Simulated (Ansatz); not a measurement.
Zr (beta tin type), DFT, PBE, norm-conserving pseudopotentials, Ansatz's default files, scalar-relativistic (Ansatz 0.2.0), on 1 thread of Intel(R) Xeon(R) Platinum 8375C CPU @ 2.90GHz (Ice Lake) (shared host).

Command: `ansatz run input.yaml --threads 1 --pin off --max-ram 2048MiB --backend cpu --events-out ev --progress --plain --runs-dir out`

```yaml
crystal:
  lattice:
    - [-2.0419259728, 2.0419259728, 1.1322567424]
    - [2.0419259728, -2.0419259728, 1.1322567424]
    - [2.0419259728, 2.0419259728, -1.1322567424]
  atoms:
    - { symbol: Zr, position: [-0.375, -0.125, -0.25] }
    - { symbol: Zr, position: [0.375, 0.125, 0.25] }
kpoints:
  mp_grid: { grid: [14, 14, 14] }
scf:
  occupations: { method: fermi_dirac, width: 0.1 }
hamiltonian:
  xc: pbe
  pseudopotentials: { kind: nc }
output:
  forces: true
  stress: true
  eigenvalues: true
```

(1) How large is the problem that the program sets up?

(2) About how long does it take?

Answers

(1) 244 irreducible k-points, 1145 plane waves at Γ, 16 bands.

(2) 9.2 s of wall time for 6 SCF iterations. Times on shared machines scatter by tens of per cent.
